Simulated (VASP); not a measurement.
# How uniaxial stress along [001] changes GaN (F-43m)

Wanted: the response of GaN to uniaxial stress along [001], as a table, with a fit that predicts a row left out.

Program: VASP 6.6.1. Level of theory: LDA; plane waves and PAW (Ga_d, N); cell typed or built by script, in the first sound run; inputs show where later runs differ. Results are calculated unless marked as measured.

### 1. The structure

It takes space group F-43m (No. 216, cubic). Conventional cell: a = 4.500 Å, b = 4.500 Å, c = 4.500 Å, α = 90.00°, β = 90.00°, γ = 90.00°. Nearest to Ga lie 4 N at 1.95 Å. Nearest to N lie 4 Ga at 1.95 Å. Farther neighbours and most contacts between anions are not listed.

### 2. Relax the crystal, LDA

The series starts from the cell that this level prefers, so that zero strain is near zero stress.

This step took 2 runs in a row; the last is shown.

Level: LDA; plane waves and PAW (Ga_d, N); cell typed or built by script.

The input, INCAR:

```
SYSTEM = GaN
PREC = Accurate
ENCUT = 600
EDIFF = 1E-07
NELM = 120
ISMEAR = 0
SIGMA = 0.02
LREAL = .FALSE.
ALGO = Normal
GGA = CA
NBANDS = 15
LASPH = .TRUE.
LORBIT = 11
LWAVE = .FALSE.
LCHARG = .FALSE.
KPAR = 16
IBRION = 2
NSW = 40
ISIF = 3
EDIFFG = -0.005
POTIM = 0.4
```

The input, POSCAR:

```
GaN
1.0
    0.0000000000      2.2313343091      2.2313343091
    2.2313343091      0.0000000000      2.2313343091
    2.2313343091      2.2313343091      0.0000000000
Ga N
1 1
Direct
    0.0000000000      0.0000000000      0.0000000000
    0.2500000000      0.2500000000      0.2500000000
```

The input, KPOINTS:

```
Automatic mesh
0
Gamma
11 11 11
0 0 0
```

The projector-augmented-wave data sets are Ga_d and N (LDA family, release 64).

Command:

```sh
$ mpirun -np 16 vasp_std
```

What it wrote:

```text
[banner, memory and clock lines left out]
running   16 mpi-ranks, on    1 nodes
[...]
|                                                                             |
|           W    W    AA    RRRRR   N    N  II  N    N   GGGG   !!!           |
|           W    W   A  A   R    R  NN   N  II  NN   N  G    G  !!!           |
|           W    W  A    A  R    R  N N  N  II  N N  N  G       !!!           |
|           W WW W  AAAAAA  RRRRR   N  N N  II  N  N N  G  GGG   !            |
|           WW  WW  A    A  R   R   N   NN  II  N   NN  G    G                |
|           W    W  A    A  R    R  N    N  II  N    N   GGGG   !!!           |
|                                                                             |
|     For optimal performance we recommend to set                             |
|       NCORE = 2 up to number-of-cores-per-socket                            |
|     NCORE specifies how many cores store one orbital (NPAR=cpu/NCORE).      |
|     This setting can greatly improve the performance of VASP for DFT.       |
[...]
|     Unfortunately you need to use the default for GW and RPA                |
|     calculations (for HF NCORE is supported but not extensively tested      |
|     yet).                                                                   |
|                                                                             |

 LDA part: xc-table for (Slater(with rela. corr.)+CA(PZ))
 , standard interpolation
 POSCAR, INCAR and KPOINTS ok, starting setup
[...]
entering main loop
       N       E                     dE             d eps       ncg     rms          rms(c)
DAV:   1     0.857532580153E+02    0.85753E+02   -0.10353E+04  1880   0.234E+03
DAV:   2    -0.962955588987E+01   -0.95383E+02   -0.88750E+02  1925   0.361E+02
DAV:   3    -0.159400123772E+02   -0.63105E+01   -0.62836E+01  1827   0.774E+01
DAV:   4    -0.160128846994E+02   -0.72872E-01   -0.72858E-01  2165   0.873E+00
[...]
DAV:  11    -0.139446167820E+02    0.68215E-04   -0.22576E-04  2527   0.281E-01    0.128E-02
DAV:  12    -0.139446187308E+02   -0.19488E-05   -0.17683E-05  1939   0.487E-02    0.284E-03
DAV:  13    -0.139446186893E+02    0.41553E-07   -0.66328E-07  2552   0.156E-02
   1 F= -.13944619E+02 E0= -.13944619E+02  d E =-.139446E+02
[...]
reached required accuracy - stopping structural energy minimisation
```

Elapsed: 4 s, on 16 MPI ranks of Intel Xeon 6975P-C (Granite Rapids), shared host; peak memory 2.5 GiB.

The logs omit lines about the potential files and the build; timing stands in the text.

From OUTCAR (step 2):

```text
  Total        0.0013546      0.0013546      0.0013546      0.0000000      0.0000000     -0.0000000
  in kB        0.0976818      0.0976818      0.0976818      0.0000000      0.0000000     -0.0000000
  external PRESSURE =       0.0976818 kB  Pullay stress =       0.0000000 kB

 POSITION                                       TOTAL-FORCE (eV/Angst)
 -----------------------------------------------------------------------------------
      0.00000      0.00000      0.00000        -0.000000     -0.000000     -0.000000
      1.11567      1.11567      1.11567         0.000000      0.000000      0.000000
 -----------------------------------------------------------------------------------
    total drift:                               -0.000000     -0.000000      0.000000

  FREE ENERGIE OF THE ION-ELECTRON SYSTEM (eV)
  ---------------------------------------------------
  free  energy   TOTEN  =       -13.9446186893 eV

  energy  without entropy=      -13.9446186893  energy(sigma->0) =      -13.94461869

 reached required accuracy - stopping structural energy minimisation

[... 3 further parts left out ...]
[key lines of the parts left out:]
E-fermi :   5.4486
```

Read from the output:

| Property | Result |
| --- | --- |
| energy(sigma→0) of the program | -13.9446 eV |
| stress, compression positive | xx, yy, zz 0.01, 0.01, 0.01 GPa |
| volume | 22.219 Å³ |
| ionic steps | 1 |

### 3. Strain across the axis, LDA

One member in full: the axis is strained by -0.5 %, and the two directions across it are strained alike until their mean stress is under 0.012 GPa or five steps are spent.

This step took 3 runs, each at a new trial strain with the atoms of the one before; the last is shown.

Level: LDA; plane waves and PAW (Ga_d, N); cell typed or built by script.

Edit INCAR of step 2 so:

```diff
@@ -15,7 +15,7 @@
 LCHARG = .FALSE.
-KPAR = 16
-IBRION = 2
-NSW = 40
-ISIF = 3
-EDIFFG = -0.005
-POTIM = 0.4
+KPAR = 4
+IBRION = 1
+NSW = 25
+ISIF = 2
+EDIFFG = -0.004
+POTIM = 0.3
```

The input, POSCAR:

```
GaN
1.0
    0.0000000000      2.2353753900      2.2201776380
    2.2353753900      0.0000000000      2.2201776380
    2.2353753900      2.2353753900      0.0000000000
Ga N
1 1
Direct
    0.0000000000      0.0000000000      0.0000000000
    0.2500000000      0.2500000000      0.2500000000
```

KPOINTS is that of step 2.

Command:

```sh
$ mpirun -np 4 vasp_std
```

What it wrote:

```text
[banner, memory and clock lines left out]
running    4 mpi-ranks, on    1 nodes
[...]
LDA part: xc-table for (Slater(with rela. corr.)+CA(PZ))
 , standard interpolation
 POSCAR, INCAR and KPOINTS ok, starting setup
[...]
entering main loop
       N       E                     dE             d eps       ncg     rms          rms(c)
DAV:   1     0.890579081885E+02    0.89058E+02   -0.10329E+04  4164   0.235E+03
DAV:   2    -0.950600892850E+01   -0.98564E+02   -0.91470E+02  4312   0.367E+02
DAV:   3    -0.159446124251E+02   -0.64386E+01   -0.64101E+01  4284   0.777E+01
DAV:   4    -0.160153298994E+02   -0.70717E-01   -0.70706E-01  4670   0.868E+00
[...]
DAV:  11    -0.139442729478E+02    0.67819E-04   -0.22429E-04  5746   0.280E-01    0.124E-02
DAV:  12    -0.139442748975E+02   -0.19497E-05   -0.17645E-05  4354   0.487E-02    0.251E-03
DAV:  13    -0.139442748594E+02    0.38131E-07   -0.65403E-07  5752   0.156E-02
   1 F= -.13944275E+02 E0= -.13944275E+02  d E =-.139443E+02
 BRION: g(F)=  0.213E-46 g(S)=  0.000E+00
 reached required accuracy - stopping structural energy minimisation
```

Wall time 12 s (4 MPI ranks); peak memory 0.66 GiB; 32 s of CPU time.

From OUTCAR (step 3):

```text
  Total       -0.0000417     -0.0000417      0.1198583      0.0000000      0.0000000      0.0000000
  in kB       -0.0030099     -0.0030099      8.6548594      0.0000000      0.0000000      0.0000000
  external PRESSURE =       2.8829466 kB  Pullay stress =       0.0000000 kB

 POSITION                                       TOTAL-FORCE (eV/Angst)
 -----------------------------------------------------------------------------------
      0.00000      0.00000      0.00000         0.000000      0.000000      0.000000
      1.11769      1.11769      1.11009        -0.000000     -0.000000     -0.000000
 -----------------------------------------------------------------------------------
    total drift:                               -0.000000     -0.000000      0.000000

  FREE ENERGIE OF THE ION-ELECTRON SYSTEM (eV)
  ---------------------------------------------------
  free  energy   TOTEN  =       -13.9442748594 eV

  energy  without entropy=      -13.9442748594  energy(sigma->0) =      -13.94427486

[... 1 part as in an earlier step ...]

[... 3 further parts left out ...]
[key lines of the parts left out:]
E-fermi :   5.5939
```

This run gave:

```
energy(sigma→0) of the program : -13.9443 eV
stress, compression positive   : xx, yy, zz 0.00, 0.00, 0.87 GPa
ionic steps                    : 1
```

### 4. Band edges, HSE06

Short lines in KPOINTS_OPT sample the zone centre along and across the axis, for masses, and the other valleys.

Level: HSE06; plane waves and PAW (Ga_d, N); cell typed or built by script.

The input, INCAR:

```
SYSTEM = GaN
PREC = Accurate
ENCUT = 600
EDIFF = 1E-06
NELM = 100
ISMEAR = 0
SIGMA = 0.02
LREAL = .FALSE.
ALGO = Normal
LHFCALC = .TRUE.
AEXX = 0.25
GGA = PE
HFSCREEN = 0.2
LASPH = .TRUE.
NBANDS = 14
PRECFOCK = Fast
LWAVE = .FALSE.
LCHARG = .FALSE.
KPAR = 4
```

POSCAR is that of step 3.

The input, KPOINTS:

```
Automatic mesh
0
Gamma
6 6 6
0 0 0
```

The input, KPOINTS_OPT:

```
Line mode
6
Line-mode
Reciprocal
  0.00000000   0.00000000   0.00000000
  0.01766761   0.01766761   0.00000000

  0.00000000   0.00000000   0.00000000
 -0.00000000  -0.01778855  -0.01778855

  0.31000000   0.31000000   0.00000000
  0.50000000   0.50000000   0.00000000

  0.00000000   0.31000000   0.31000000
  0.00000000   0.50000000   0.50000000

  0.45000000   0.45000000   0.45000000
  0.50000000   0.50000000   0.50000000

  0.45000000   0.00000000   0.00000000
  0.50000000   0.00000000   0.00000000

  0.42500000   0.42500000   0.00000000
  0.42500000   0.44278855   0.01778855

  0.50000000   0.50000000   0.50000000
  0.48742159   0.51257841   0.50000000
```

Command:

```sh
$ mpirun -np 4 vasp_std
```

What it wrote:

```text
[banner, memory and clock lines left out]
running    4 mpi-ranks, on    1 nodes
[...]
|                                                                             |
|               ----> ADVICE to this user running VASP <----                  |
|                                                                             |
|     You enforced a specific xc type in the INCAR file but a different       |
|     [... a line on the potential file left out ...]
|     I HOPE YOU KNOW WHAT YOU ARE DOING!                                     |
|                                                                             |

 LDA part: xc-table for (Slater+PW92), standard interpolation
 found WAVECAR, reading the header
 POSCAR, INCAR and KPOINTS ok, starting setup
[...]
reading WAVECAR
 the WAVECAR file was read successfully
 initial charge from wavefunction
 entering main loop
       N       E                     dE             d eps       ncg     rms          rms(c)
DAV:   1    -0.147846202319E+02   -0.14785E+02   -0.10954E+00  1138   0.315E+01    0.903E-01
DAV:   2    -0.147682367112E+02    0.16384E-01   -0.79263E-02  1170   0.685E+00    0.567E-01
DAV:   3    -0.147620403796E+02    0.61963E-02   -0.14336E-02  1086   0.276E+00    0.319E-01
DAV:   4    -0.147616407778E+02    0.39960E-03   -0.22232E-03  1254   0.923E-01    0.175E-01
[...]
DAV:   8    -0.147613473837E+02    0.78211E-05   -0.25822E-06   888   0.280E-02    0.154E-02
DAV:   9    -0.147613448763E+02    0.25073E-05   -0.85155E-07   504   0.143E-02    0.912E-03
DAV:  10    -0.147613441015E+02    0.77490E-06   -0.66391E-07   474   0.927E-03
   1 F= -.14761344E+02 E0= -.14761344E+02  d E =-.215282E-16
 Start KPOINTS_OPT (optional k-point list driver)
k-point batch [1-30\48]
       N       E                     dE             ncg
DAV:   1     0.278926524319E+03   -0.13812E+05      926
DAV:   2    -0.309398719893E+04   -0.33729E+04      984
DAV:   3    -0.337175100493E+04   -0.27776E+03      924
DAV:   4    -0.337725539817E+04   -0.55044E+01     1048
DAV:   5    -0.337730853246E+04   -0.53134E-01     1044
DAV:   6    -0.337730952400E+04   -0.99153E-03     1178
DAV:   7    -0.337730954458E+04   -0.20588E-04      928
DAV:   8    -0.337730954531E+04   -0.72266E-06      794
k-point batch [31-48\48]
       N       E                     dE             ncg
DAV:   1     0.853494157405E+04   -0.13472E+05      552
DAV:   2     0.652765699444E+04   -0.20073E+04      570
DAV:   3     0.638373418546E+04   -0.14392E+03      588
DAV:   4     0.638097035150E+04   -0.27638E+01      534
DAV:   5     0.638094045622E+04   -0.29895E-01      606
DAV:   6     0.638093984151E+04   -0.61471E-03      672
DAV:   7     0.638093982893E+04   -0.12581E-04      542
DAV:   8     0.638093982852E+04   -0.41333E-06      446
```

Run time: 10 min. Hardware: 4 MPI ranks; peak memory 1.1 GiB.

Parts of OUTCAR (step 4):

```text
  LATTYP: Found a body centered tetragonal cell.
 ALAT       =     3.1612981935
 C/A-ratio  =     1.4045986820

 Subroutine GETGRP returns: Found  8 space group operations
 (whereof  8 operations were pure point group operations)

The static configuration has the point symmetry D_2d.

 Found     30 irreducible k-points:

   k-points           NKPTS =     30   k-points in BZ     NKDIM =    216   number of bands    NBANDS=     14

   dimension x,y,z NGX =    28 NGY =   28 NGZ =   28
   dimension x,y,z NGXF=    56 NGYF=   56 NGZF=   56

   ENCUT  =  600.0 eV  44.10 Ry    6.64 a.u.   6.29  6.29  6.31*2*pi/ulx,y,z

   NELECT =      18.0000    total number of electrons

  exchange ACFDT corr.  =         0.00000000  see jH, gK, PRB 81, 115126

 E-fermi :   4.9957

 k-point     1 :       0.0000    0.0000    0.0000
  band No.  band energies     occupation
    ...
      5     -10.4762      2.00000
      6     -10.4759      2.00000
      7       4.8576      2.00000
      8       4.8576      2.00000
      9       4.8889      2.00000
     10       8.0993      0.00000
     11      17.0032      0.00000
     12      17.0211      0.00000
     13      17.0211      0.00000
     14      24.6941      0.00000

 k-point     2 :       0.1667   -0.0000    0.0000
  band No.  band energies     occupation
    ...
      5     -10.4782      2.00000
      6     -10.4775      2.00000
      7       2.4585      2.00000
      8       4.5510      2.00000
      9       4.5811      2.00000
     10       9.7445      0.00000
     11      15.9679      0.00000
     12      17.4094      0.00000
     13      17.4302      0.00000
     14      23.4715      0.00000

 POSITION                                       TOTAL-FORCE (eV/Angst)
 -----------------------------------------------------------------------------------
      0.00000      0.00000      0.00000        -0.000000     -0.000000      0.000000
      1.11769      1.11769      1.11009         0.000000      0.000000     -0.000000
 -----------------------------------------------------------------------------------
    total drift:                                0.000000      0.000001     -0.000005

  FREE ENERGIE OF THE ION-ELECTRON SYSTEM (eV)
  ---------------------------------------------------
  free  energy   TOTEN  =       -14.7613441015 eV

  energy  without entropy=      -14.7613441015  energy(sigma->0) =      -14.76134410

[... 1 part as in an earlier step ...]

[... 7 further parts left out ...]
```

This run gave:

| Property | Result |
| --- | --- |
| energy(sigma→0) of the program | -14.7613 eV |

### 5. All members

Hybrid runs start from orbitals of a short LDA run, not shown.

Runs beyond LDA use the data sets made with LDA; this shifts their levels slightly, and their total energies have another zero.

The other members went through these steps as far as the tables show, with the same cutoff and, step by step, the same mesh; 42 runs are not shown. The session took 6.3 core hours (wall time by ranks) on a shared machine.

```tsv
strain along the axis (%)	strain across the axis (%)	stress along the axis, tension positive (GPa)	energy above the unstrained row (meV/atom)	gap on the mesh, LDA (eV)
-2.000	0.731	-3.309	2.435	1.892
-1.500	0.545	-2.520	1.397	1.904
-1.000	0.362	-1.704	0.639	1.915
-0.500	0.181	-0.865	0.172	1.928
0	0.000	-0.010	0.000	1.940
0.500	-0.174	0.884	0.135	1.919
1.000	-0.348	1.794	0.579	1.899
1.500	-0.520	2.729	1.337	1.877
2.000	-0.689	3.687	2.415	1.855
```

Slopes at zero strain, from cubics through all rows: strain ratio -0.355, stress over strain 175 GPa.

Band edges at HSE06, counted from the valence-band top at Γ, with one row partly withheld:

```tsv
strain along the axis (%)	gap (eV)	conduction band at Γ (eV)	Δ or X valley along z (eV)	Δ or X valley along x (eV)	lowest conduction level at L, [111] (eV)	lowest conduction level at L, [-111] (eV)	second valence level below the top (eV)	third valence level below the top (eV)
-2.000	3.180	3.180	4.295	4.482	6.268	6.268	0.121	0.121
-1.500	?	?	4.342	4.483	6.287	6.287	0.092	0.092
-1.000	3.200	3.200	4.391	4.485	6.302	6.302	0.062	0.062
-0.500	3.210	3.210	4.441	4.488	6.316	6.316	0.031	0.031
0	3.221	3.221	4.492	4.492	6.327	6.327	0.000	0.000
0.500	3.199	3.199	4.511	4.465	6.304	6.304	0.000	0.032
1.000	3.176	3.176	4.532	4.438	6.277	6.277	0.000	0.064
1.500	3.154	3.154	4.552	4.412	6.248	6.248	0.000	0.097
2.000	3.130	3.130	4.573	4.386	6.215	6.215	0.000	0.130
```

Conduction masses, in electron masses:

```tsv
strain along the axis (%)	conduction mass at Γ, along the strain axis or the normal of the plane	conduction mass at Γ, across the strain axis or in the plane
-2.000	0.202	0.205
-1.500	0.201	0.204
-1.000	0.202	0.203
-0.500	0.202	0.202
0	0.202	0.202
0.500	0.201	0.201
1.000	0.203	0.200
1.500	0.202	0.199
2.000	0.201	0.198
```

### 6. Fit and prediction

The quantity to fit is the conduction level at Γ above the mean of the three top valence levels at HSE06: 3.261, 3.241, 3.231, 3.221, 3.209, 3.198, 3.186, 3.173 eV in the rows shown.

A least-squares parabola through the 8 rows shown, with e the strain in %: E = − 8.42e-4 e² − 0.02192 e + 3.221 (eV), r.m.s. residual 1.3e-4 eV.

For the withheld row, e = -1.5, the fit gives 3.2515 eV.

### 7. Checking the prediction

The calculation gives 3.2514 eV, so the prediction is 0.0001 eV too high.

### 8. Outcome

```
Poisson ratio                                                                                           : 0.355
Young's modulus along the axis                                                                          : 175 GPa
gap of the unstrained cell, HSE06                                                                       : 3.22 eV
slope at zero strain of the conduction level at Γ above the mean of the three top valence levels, HSE06 : -22 meV per %
error of the predicted row                                                                              : 0.1 meV
valence shear potential |b|, HSE06                                                                      : 1.55 eV
```

What this shows: As a check, the curvature of the energy gives 176 GPa for the same modulus (energy per volume = E/2 × strain²), 0 % from the slope of the stress. At HSE06 the lowest conduction valley is Γ throughout, and the gap runs between 3.13 and 3.22 eV. Without spin-orbit coupling the three valence levels split by 3|b| times the difference of the strains; the rows within 1 % give |b| = 1.55 eV. Hole masses are left out throughout, since the top bands are degenerate or cross in many series; of conduction masses, those of the Γ, L and (for Si and Ge under (001) strain) Δ valleys are kept where they change by under an eighth between rows. HSE06 ran on a coarser mesh than the semilocal levels. Spin-orbit coupling is left out at HSE06, so the valence splittings there lack it. Δ or X levels are the lowest on their line, refined by a parabola unless they lie at X; the gap is read from all points sampled and can differ from the lowest valley by some meV, or by tens of meV where strain moves the valence top off Γ. Temperature, zero-point motion and excitons are left out.

[Lines on the potential files, build, host, timing and source positions are cut from VASP's logs without a mark.]

[Logs are printed without paths, hosts, clocks, repeated set-up lines and the standing remarks that a program may print on its own settings, such as how far it seeks lower states.]

[Hosts, paths, dates, database ids (printed as entryN), source tags and the programs' standing remarks are cut or masked in the printed files.]

[In band tables of VASP the shares of atoms and orbitals are scaled to a sum of 1 inside the atoms' spheres.]
